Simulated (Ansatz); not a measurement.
## Band table of NbAs

```
CELL_PARAMETERS angstrom
0.00000 2.63760 2.63760
2.63760 0.00000 2.63760
2.63760 2.63760 0.00000
ATOMIC_POSITIONS crystal
Nb 0.00000 0.00000 0.00000
As 0.50000 0.50000 0.50000
```

Atoms are numbered in the order listed.

The cell was built from the rocksalt type and relaxed in the same program, and has space group Fm-3m; it needn't be a known or the stable phase.

These are results of Ansatz 0.2.0, DFT, PBE, all-electron LAPW, Dirac equation with spin-orbit coupling, not measurements.

Numerical set-up: a Γ-centred 11×11×11 k mesh, Fermi–Dirac smearing of 0.05 eV, basis error target 0.25 meV/atom, no spin polarisation.

Path points, in fractions of the reciprocal vectors: Γ (0.000, 0.000, 0.000), X (0.500, 0.000, 0.500), U (0.625, 0.250, 0.625), K (0.375, 0.375, 0.750), L (0.500, 0.500, 0.500), W (0.500, 0.250, 0.750). Levels in eV from the Fermi level, one of each degenerate spinor pair; bands 45 to 63, counted from the lowest band of the run. The gap is zero.

```
# k(1/Å) point b45 b47 b49 b51 b53 b55 b57 b59 b61 b63
0.000 Γ -13.51 -1.57 -1.57 -1.48 -0.94 -0.94 -0.52 -0.08 -0.08 4.69
0.238 - -13.31 -2.76 -1.96 -1.85 -1.75 -0.87 0.26 0.49 1.16 5.80
0.476 - -12.81 -4.47 -2.36 -2.27 -2.18 -0.65 1.17 1.37 2.14 8.51
0.715 - -12.29 -5.32 -2.78 -2.46 -2.24 -0.36 1.57 1.74 2.93 6.07
0.953 - -12.03 -5.25 -3.15 -2.34 -2.07 -0.11 1.36 1.48 3.25 3.93
1.191 X -11.98 -4.97 -3.28 -2.24 -1.94 -0.01 1.16 1.26 2.38 4.05
1.275 - -11.97 -4.97 -3.40 -2.29 -1.96 0.17 1.16 1.26 2.38 4.17
1.360 - -11.92 -4.96 -3.70 -2.54 -1.87 0.60 1.12 1.28 2.37 4.51
1.444 - -11.85 -4.93 -4.11 -2.87 -1.66 1.04 1.18 1.34 2.32 5.01
1.528 - -11.76 -4.90 -4.56 -3.21 -1.36 0.93 1.41 1.85 2.23 5.57
1.612 U -11.66 -5.01 -4.84 -3.51 -1.01 0.79 1.50 2.11 2.56 6.03
1.758 - -11.61 -5.23 -4.75 -3.77 -0.62 0.69 1.42 2.11 2.71 6.57
1.904 - -11.58 -5.35 -4.63 -4.05 -0.05 0.45 1.23 2.21 2.60 7.36
2.050 - -11.58 -5.35 -4.63 -4.05 -0.05 0.45 1.23 2.21 2.60 7.36
2.196 - -11.61 -5.23 -4.75 -3.77 -0.62 0.69 1.42 2.11 2.71 6.57
2.342 K -11.66 -5.01 -4.84 -3.51 -1.01 0.79 1.50 2.11 2.56 6.03
2.594 - -11.53 -5.91 -4.56 -4.09 0.21 0.27 1.61 1.75 4.80 5.72
2.847 - -11.94 -5.64 -4.12 -4.02 -0.44 0.52 1.47 1.66 5.47 6.11
3.100 - -12.68 -4.34 -3.52 -3.22 -1.01 -0.28 1.01 1.14 4.14 6.78
3.352 - -13.28 -2.57 -2.36 -2.22 -1.40 -0.99 0.30 0.45 1.65 5.77
3.605 Γ -13.51 -1.57 -1.57 -1.48 -0.94 -0.94 -0.52 -0.08 -0.08 4.69
3.811 - -13.36 -2.29 -2.04 -2.02 -1.30 -1.26 -0.16 0.88 1.04 5.43
4.018 - -12.92 -3.75 -3.07 -3.00 -0.91 -0.89 -0.01 2.51 2.65 6.47
4.224 - -12.29 -5.25 -3.83 -3.75 -0.33 -0.31 0.33 4.16 4.30 5.52
4.430 - -11.63 -6.45 -4.30 -4.22 0.27 0.28 0.93 3.99 5.61 5.74
4.636 L -11.31 -6.95 -4.45 -4.37 0.54 0.56 1.42 3.14 6.54 6.66
4.805 - -11.34 -6.81 -4.45 -4.34 0.42 0.53 1.33 3.43 5.54 5.70
4.973 - -11.42 -6.43 -4.49 -4.20 0.24 0.42 1.18 3.64 4.33 5.48
5.142 - -11.51 -5.87 -4.55 -4.07 0.18 0.22 1.16 3.04 3.12 6.47
5.310 - -11.59 -5.20 -4.61 -4.15 0.19 0.33 1.22 1.98 2.43 7.86
5.479 W -11.62 -4.66 -4.63 -4.48 0.38 0.45 1.21 1.37 2.16 9.08
5.598 - -11.66 -4.78 -4.45 -4.31 -0.10 0.80 1.21 1.31 2.20 7.71
5.717 - -11.75 -4.88 -4.16 -3.87 -0.70 1.02 1.09 1.23 2.28 6.24
5.836 - -11.86 -4.94 -3.83 -3.21 -1.30 0.75 1.13 1.24 2.35 5.04
5.955 - -11.95 -4.96 -3.48 -2.50 -1.81 0.29 1.16 1.25 2.38 4.29
6.074 X -11.98 -4.97 -3.28 -2.24 -1.94 -0.01 1.16 1.26 2.38 4.05
```
